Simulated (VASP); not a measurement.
Input of a VASP 6.6.1 run:

The input INCAR:

```
PREC     = Accurate       # precision mode
ENCUT    = 600            # plane-wave cutoff, eV
EDIFF    = 1E-6           # SCF threshold, eV
ISMEAR   = 0              # smearing method
SIGMA    = 0.02           # smearing width, eV
LREAL    = False          # projectors in reciprocal space
LASPH    = True           # aspherical terms in the spheres
NELM     = 100            # most SCF steps
ALGO     = Normal         # electronic algorithm
ISIF     = 3              # what is computed and relaxed
LWAVE    = False          # write WAVECAR
LCHARG   = False          # write CHGCAR
GGA      = PE             # functional
IBRION   = 2              # ionic algorithm
NSW      = 100            # ionic steps
EDIFFG   = -0.002         # ionic threshold
```

File KPOINTS:

```
regular mesh
0
Gamma
  8 8 8
```

Contents of POSCAR:

```
CdS
1.0
    0.0000000000      2.9200000000      2.9200000000
    2.9200000000      0.0000000000      2.9200000000
    2.9200000000      2.9200000000      0.0000000000
Cd S
1 1
Direct
    0.0000000000      0.0000000000      0.0000000000
    0.2500000000      0.2500000000      0.2500000000
```

Potentials or basis: VASP PAW PBE potentials, release 64 (Cd, S).

Run with:

```sh
$ cat potpaw_PBE.64/Cd/POTCAR potpaw_PBE.64/S/POTCAR > POTCAR
$ mpirun -np 1 vasp_std > vasp.out
```

(1) Predict the relaxed cell.

(2) Predict the relaxed volume.

(3) Predict the space group after relaxing (to 0.05 Å).

(4) Predict the band gap on the k mesh.

## Answers

(1) a = 4.197 Å, b = 4.197 Å, c = 4.197 Å, α = 60.00°, β = 60.00°, γ = 60.00°.

(2) 26.14 Å³/atom.

(3) F-43m (No. 216).

(4) 1.03 eV, direct.
